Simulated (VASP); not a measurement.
Set up this calculation in VASP 6.6.1, as the native input.

- Task: relaxation of cell and atoms
- Functional: r2SCAN
- Potentials or basis: VASP PAW PBE potentials, release 64 (Ti_sv, O)
- Cutoff: 600 eV
- k mesh: 7 × 7 × 10
- Occupations: fermi-dirac, width 0.05 eV
- Spin: no spin polarisation
- Further INCAR settings: ALGO = Normal; EDIFF = 1e-07; IBRION = 2; EDIFFG = -0.02; NSW = 60; ISIF = 3

The structure of TiO2 (Rutile) lies in POSCAR:

```
TiO2
1.0
    4.5922000000      0.0000000000      0.0000000000
    0.0000000000      4.5922000000      0.0000000000
    0.0000000000      0.0000000000      2.9574000000
Ti O
2 4
Direct
    0.0000000000      0.0000000000      0.0000000000
    0.5000000000      0.5000000000      0.5000000000
    0.3049600000      0.3049600000      0.0000000000
    0.1950400000      0.8049600000      0.5000000000
    0.6950400000      0.6950400000      0.0000000000
    0.8049600000      0.1950400000      0.5000000000
```

These files were run (other wordings do the same):

INCAR

```
SYSTEM = TiO2
PREC     = Accurate       ! precision mode
ENCUT    = 600            ! plane-wave cutoff, eV
EDIFF    = 1E-7           ! SCF threshold, eV
ISMEAR   = -1             ! smearing method
SIGMA    = 0.05           ! smearing width, eV
LREAL    = .False.        ! projectors in reciprocal space
LASPH    = .True.         ! aspherical terms in the spheres
NELM     = 100            ! most SCF steps
ALGO     = Normal         ! electronic algorithm
ISIF     = 3              ! what is computed and relaxed
LWAVE    = .False.        ! write WAVECAR
LCHARG   = .False.        ! write CHGCAR
METAGGA  = R2SCAN         ! meta-GGA
LMIXTAU  = .True.       
IBRION   = 2              ! ionic algorithm
NSW      = 60             ! ionic steps
EDIFFG   = -0.02          ! ionic threshold
```

KPOINTS

```
Automatic mesh
0
Gamma
  7 7 10
  0 0 0
```

Potentials or basis: VASP PAW PBE potentials, release 64 (Ti_sv, O).

Command:

```sh
$ cat potpaw_PBE.64/Ti_sv/POTCAR potpaw_PBE.64/O/POTCAR > POTCAR
$ mpirun -np 1 vasp_std > vasp.out
```

Results of the run:

| Property | Result |
| --- | --- |
| Relaxed volume | 10.44 Å³/atom |
| Relaxed cell | a = 4.600 Å, b = 4.600 Å, c = 2.961 Å, α = 90.00°, β = 90.00°, γ = 90.00° |
| Space group after relaxing (to 0.05 Å) | P4_2/mnm (No. 136) |
| Energy gained by relaxing | 0.2 meV/atom |
| Ionic steps | 5 |
| Pressure after relaxing | 0.0 GPa |
| Band gap on the k mesh | 2.21 eV, direct |

Caveat: the PAW data sets were made with another functional, which shifts forces and pressure a little; an odd mesh through Γ misses points on the zone boundary, where band edges often lie.

Run time: 12 min on 1 thread of Intel(R) Xeon(R) 6975P-C (Granite Rapids) (shared host), peak memory 0.28 GiB.
